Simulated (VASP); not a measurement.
CsH: single point with r2SCAN

Crystal: CsH.

```
CELL_PARAMETERS angstrom
3.81841 0.00000 0.00000
0.00000 3.81841 0.00000
0.00000 0.00000 3.81841
ATOMIC_POSITIONS crystal
Cs 0.00052 0.01434 0.99912
H 0.50105 0.50290 0.50408
```

The cell comes from a database or a generator and needn't be the stable form of this composition.

```
Program                : VASP 6.6.1
Task                   : single point
Functional             : r2SCAN
Potentials or basis    : VASP PAW PBE potentials, release 64 (Cs_sv, H)
Cutoff                 : 520 eV
k mesh                 : 3 × 3 × 3
Occupations            : gaussian, width 0.01 eV
Spin                   : no spin polarisation
Dipole correction      : no
Further INCAR settings : ALGO = Normal; EDIFF = 1e-07; NBANDS = 12
```

The pressure is 0.1 GPa and the largest force is 0.021 eV/Å. The band gap on the k mesh is 4.43 eV, indirect (least direct gap 4.60 eV).

Forces in eV/Å, atoms in the order of the input:
```
Cs   0.001 -0.019  0.009
H   -0.001  0.019 -0.009
```

Levels at points of the mesh, in eV from the valence-band top:
```tsv
k point	band 1	band 2	band 3	band 4	band 5	band 6	band 7	band 8	band 9	band 10
(0.00, 0.00, 0.00)	-21.85	-7.54	-7.54	-7.54	-1.28	4.43	4.43	8.59	10.60	10.60
```

It took 17 s on 1 thread of Intel(R) Xeon(R) 6975P-C (Granite Rapids) (shared host), peak memory 0.16 GiB.

Caveat: the k mesh is coarse (spacing up to 0.55 Å⁻¹), so the values aren't converged; the PAW data sets were made with another functional, which shifts forces and pressure a little; spin-orbit coupling is left out, which moves the levels of the heavy elements; an odd mesh through Γ misses points on the zone boundary, where band edges often lie.
